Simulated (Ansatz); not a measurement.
# ZrO2, response to strain

Consider ZrO$_{2}$ (space group P2_1/c, No. 14).

```
CELL_PARAMETERS angstrom
      5.18930     0.00000     0.00000
      0.00000     5.24180     0.00000
     -0.90344     0.00000     5.30261
ATOMIC_POSITIONS crystal
  Zr 0.27571 0.04384 0.21016
  Zr 0.72429 0.54384 0.28984
  Zr 0.72429 0.95616 0.78984
  Zr 0.27571 0.45616 0.71016
  O  0.06488 0.32613 0.35022
  O  0.93512 0.82613 0.14978
  O  0.93512 0.67387 0.64978
  O  0.06488 0.17387 0.85022
  O  0.45109 0.75674 0.47528
  O  0.54891 0.25674 0.02472
  O  0.54891 0.24326 0.52472
  O  0.45109 0.74326 0.97528
```

Cartesian axes are those of the cell as printed.

Strains are applied to the cell and any free atomic positions relax; under biaxial strain the out-of-plane vector relaxes too.

The values are results of PBE (Ansatz, an electronic-structure program; PAW; 420 eV plane waves; spin-orbit coupling left out), earlier PAW set, not measurements.

Notes on the quantities. energy relative to the base: free energy F.

| variant | energy relative to the base | smallest direct gap | band gap |
|---|---|---|---|
| base | 0 meV/atom | 3.72 eV | 3.66 eV |
| biaxial strain −2.43 %, plane normal [001], relaxed out of plane | +16 meV/atom | 3.97 eV | 3.93 eV |
| biaxial strain +0.44 %, plane normal [001], relaxed out of plane | +0.5 meV/atom | 3.70 eV | 3.63 eV |
| isotropic strain −4.76 % | +151 meV/atom | 4.26 eV | 4.19 eV |
| isotropic strain −2.29 % | +35 meV/atom | 3.82 eV | 3.77 eV |
| uniaxial strain ε_zz = +5.92 % | +32 meV/atom | 4.04 eV | 3.91 eV |

Stability against distortions was not tested. Under isotropic strain −4.76 % atoms moved by over 0.3 Å (layers or molecules slid or turned), so the response is not a plain elastic one.
